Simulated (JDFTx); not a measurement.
# TePb under changes of volume

One of the cells (33.730 Å³/atom); the others are scaled copies at fixed shape and fractional positions:

```
Pb Te
1.0
     0.00000    3.23100    3.23100
     3.23100    0.00000    3.23100
     3.23100    3.23100    0.00000
Pb Te
1 1
Direct
  0.00000 0.00000 0.00000
  0.50000 0.50000 0.50000
```

| Quantity | Value |
| --- | --- |
| Program | JDFTx 1.7.0 (patched build) |
| Functional | r2SCAN |
| Potentials or basis | SG15-PBE-1.2 with smoothed tails |
| Cutoff | 1088 eV |
| Density cutoff | 8708 eV |
| k mesh | 5 × 5 × 5 |
| Occupations | fermi-dirac, width 0.05 eV |
| Spin | no spin polarisation |

```csv
volume (Å³/atom),energy over the lowest point (meV/atom),pressure (GPa)
31.706,23.23,3.6
32.380,10.82,2.3
33.055,?,?
33.730,0.00,0.3
34.404,0.62,-0.6
35.079,4.71,-1.4
35.753,11.89,-2.1
```

What does the run at 33.055 Å³/atom give?

Energy over the lowest point 3.24 meV/atom; pressure 1.3 GPa.

Worked out: A Birch-Murnaghan fit of order 3 (a polynomial in V^(-2/3)) to the other rows has its minimum at 33.95 Å³/atom with B0 = V·E''(V) = 45 GPa and B' = 4.6. It gives 3.24 meV/atom at 33.055 Å³/atom, against the run's 3.24, and -dE/dV = 1.3 GPa, against 1.3.

Energies are extrapolated to zero smearing.

Caveats: the potentials were made for another functional, which shifts forces and pressure.
